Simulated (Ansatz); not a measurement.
Crystal: SnTe.

```
CELL_PARAMETERS angstrom
0.00000 3.15085 3.15085
3.15085 0.00000 3.15085
3.15085 3.15085 0.00000
ATOMIC_POSITIONS crystal
Te 0.50000 0.50000 0.50000
Sn 0.00000 0.00000 0.00000
```

Below is the output of Ansatz 0.2.0 for this cell. Logs are shortened: lines on timing, memory, paths and dates and some standing lists are left out, and cuts for length are marked.

```text
Warning: RAYON_NUM_THREADS=2 ignored (pool sized by the plan → 2); use --threads N
scf.n_extra_bands = 6 over 15 filled bands (N_el = 30.0): the run solves 21 bands
Engine: ansatz 0.2.0, aarch64-unknown-linux-gnu
Pseudopotentials: kind: nc
Pseudopotential: Te, nc, valence charge 16, recommended cutoff 1120 eV (normal), Te.nc.azcp (PseudoDojo's, or run here from an input of PseudoDojo's; its table is named by hamiltonian.pseudopotentials.accuracy)
Pseudopotential: Sn, nc, valence charge 14, recommended cutoff 979.609905 eV (normal), Sn.nc.azcp (PseudoDojo's, or run here from an input of PseudoDojo's; its table is named by hamiltonian.pseudopotentials.accuracy)
Functional definition: PBE
  parameter kappa = 0.804
  parameter beta = 0.06672455060314922
  exchange = pbe_x(kappa = kappa, mu = beta*pi^2/3)
  correlation = pbe_c(beta = beta)
Crystal: 2 atoms, lattice volume = 62.562 Å³
Basis set: ecut = 1120 eV, 5209 PW (Γ), exchange–correlation on 100×100×100 points (8 copies of the dense FFT grid, shifted against one another)
Bands: 21, of which v1, the nominal top of the filled ones, is band 15 counted from 1 (14 counted from 0)
Symmetry: 48 space group operations
Space group: Fm-3m (ITA 225), of the structure as read, at distance tolerance 4.0e-5 Å
k-points: 20 of 343
Non-local potential: Te, projectors of the file, l = 0: 3, l = 1: 2, l = 2: 2, l = 3: 2
Non-local potential: Sn, projectors of the file, l = 0: 2, l = 1: 2, l = 2: 2, l = 3: 2
Initial density: superposition of atomic densities (chi_scale 0.1, normalization cell, long waves kept (reshape's long-wave potential 0.00 eV rms))
Initial wavefunctions: pseudopotential atomic-orbital guess
Functional: x = pbe(κ = 0.804, μ = 0.2195149727645171), c = pbe(β = 0.06672455060314922)
SCF iter   1: F=—  HF=-4997.195125 eV  |F-HF|=—  |Δ(HF+E_count)|=         —  Δρ=1.22e-2  dr2=8.83e-2  ethr=3.10e-3  ⟨swp⟩=5.8  Hψ=2126  notcnv=0
preconditioner: auto → none  [insulator: Δε(μ)=0.661 eV  Ē_g=10.235 eV  σ=0.050 eV  W_gap=1.00  n_scr=14 (ndim 8)  ℏωp=14.8 eV  f_vac=0.000  D(μ)=0.00/eV (n_scr^D=0)  ε∞_Penn≈3.1]
SCF iter   2: F=—  HF=-4997.190495 eV  |F-HF|=—  |Δ(HF+E_count)|=   4.63e-3  Δρ=5.53e-3  dr2=1.52e-2  ethr=2.94e-4  ⟨swp⟩=2.0  Hψ=676  notcnv=0  defer=24
SCF iter   3: F=—  HF=-4997.193979 eV  |F-HF|=—  |Δ(HF+E_count)|=   3.48e-3  Δρ=1.78e-3  dr2=3.22e-3  ethr=5.05e-5  ⟨swp⟩=2.0  Hψ=776  notcnv=0  defer=24
SCF iter   4: F=—  HF=-4997.193406 eV  |F-HF|=—  |Δ(HF+E_count)|=   5.73e-4  Δρ=5.21e-4  dr2=8.44e-5  ethr=1.07e-5  ⟨swp⟩=2.0  Hψ=488  notcnv=0  defer=24
SCF iter   5: F=—  HF=-4997.193348 eV  |F-HF|=—  |Δ(HF+E_count)|=   5.81e-5  Δρ=6.04e-5  dr2=1.43e-6  ethr=2.81e-7  ⟨swp⟩=2.0  Hψ=695  notcnv=0  defer=24
SCF iter   6: F=-4997.193348 eV  HF=-4997.193348 eV  |F-HF|=2.16e-8  |Δ(HF+E_count)|=   9.99e-8  Δρ=1.37e-5  dr2=5.90e-8  ethr=3.33e-10  ⟨swp⟩=9.4  Hψ=2307  notcnv=0
SCF 1 converged in 6 iterations: F = -4997.193348 eV  dr2 = 5.90e-8
NSCF: frozen V_eff on 142 k-points
SCF converged after 6 iterations
Free energy (F): -4997.193348 eV
Harris-Foulkes:  -4997.193348 eV  (|F-HF|=2.16e-8)
Internal energy: -4997.193276 eV  (E = F + TS)
E sigma→0 (E₀):  -4997.193312 eV
Entropy (-TS):   -0.000071 eV (-0.036 meV/atom)
Fermi energy:    10.034929 eV
--- Per-component energies (eV) ---
  E_band       = -345.757566
  E_kinetic    = 2827.528909
  E_local      = -2969.070777  (includes V_loc(G=0)·N_el)
  E_nonlocal   = -1869.796490
  E_hartree    = 1208.670950
  E_xc         = -1269.035344
  E_vxc        = -751.757818  (∫ρ·V_xc dr)
  E_ewald      = -2925.490525
  E_smearing   = -0.000071  (= −TS)
  E_closure    = 0.000000  (closes the sum)
  Σ components = -4997.193348   (vs F -4997.193348, Δ=0.00e0)
--- Forces (eV/Å), atoms counted from 1 ---
  atom   1  Te     0.00000000     0.00000000     0.00000000
  atom   2  Sn    -0.00000000     0.00000000     0.00000000
  max |Σ_I F_I| component: 4.68e-28 eV/Å
--- Stress (GPa, compression-positive) ---
        2.165400       0.000000       0.000000
        0.000000       2.165400      -0.000000
        0.000000      -0.000000       2.165400
  P = ⅓ Tr σ = 2.1654 GPa (21.654 kbar)
--- Band table (eV; the first three rows and the last of 20) ---
  k-point 0: bands = ["-27.1529", "-27.1529", "-27.1507", "-27.1507", "-27.1507", "-11.9484", "-11.9484", "-11.9457", "-11.9457", "-11.9457", "-2.8480", "5.2748", "7.8154", "7.8154", "7.8154", "13.3110", "13.3110", "13.3110", "14.7407", "14.7407", "14.7407"]
  k-point 1: bands = ["-27.1529", "-27.1529", "-27.1507", "-27.1506", "-27.1506", "-11.9494", "-11.9494", "-11.9454", "-11.9445", "-11.9445", "-2.6773", "4.3941", "7.8461", "7.8461", "8.4216", "12.4781", "12.4781", "12.5156", "14.6907", "15.1589", "15.1589"]
  k-point 2: bands = ["-27.1528", "-27.1528", "-27.1505", "-27.1503", "-27.1503", "-11.9522", "-11.9522", "-11.9448", "-11.9415", "-11.9415", "-2.2099", "2.9266", "7.9581", "7.9581", "9.1685", "11.2526", "11.2526", "11.3201", "15.3784", "16.3101", "16.3101"]
  k-point 19: bands = ["-27.1530", "-27.1525", "-27.1504", "-27.1501", "-27.1496", "-11.9607", "-11.9493", "-11.9437", "-11.9409", "-11.9357", "-1.2167", "2.4784", "5.0128", "5.7312", "8.7335", "11.1540", "14.0933", "15.0016", "15.2359", "16.4482", "19.8308"]
```

Q: Write the input and the command behind it.

A: Band structure with PBE, no spin polarisation. The files as run (others can give the same):

input.yaml
```yaml
crystal:
  lattice:
    - [0.0, 3.15085, 3.15085]
    - [3.15085, 0.0, 3.15085]
    - [3.15085, 3.15085, 0.0]
  atoms:
    - { symbol: Te, position: [0.5, 0.5, 0.5] }
    - { symbol: Sn, position: [0.0, 0.0, 0.0] }
hamiltonian:
  xc: pbe
  pseudopotentials: { kind: nc, accuracy: standard }
kpoints:
  mp_grid: { grid: [7, 7, 7] }
  band_path:
    path:
      - [[0.0, 0.0, 0.0], [0.5, 0.0, 0.5], [0.5, 0.25, 0.75], [0.375, 0.375, 0.75], [0.0, 0.0, 0.0], [0.5, 0.5, 0.5], [0.625, 0.25, 0.625], [0.5, 0.25, 0.75], [0.5, 0.5, 0.5], [0.375, 0.375, 0.75]]
      - [[0.625, 0.25, 0.625], [0.5, 0.0, 0.5]]
    npoints: 14
scf:
  occupations: { method: fermi_dirac, width: 0.05 }
  n_extra_bands: 6
output:
  forces: true
  stress: true
  eigenvalues: true
  fatbands: true
```

Potentials or basis: PseudoDojo standard (PBE files).
Run with:
```console
$ ansatz run input.yaml --threads 2 --pin off --max-ram 5632MiB --backend cpu --events-out ev --progress --plain --runs-dir out
```

Caveat: this odd mesh misses L, where the gap lies, so gap, dielectric constants and Born charges aren't listed; spin-orbit coupling is left out, which moves the levels of the heavy elements.
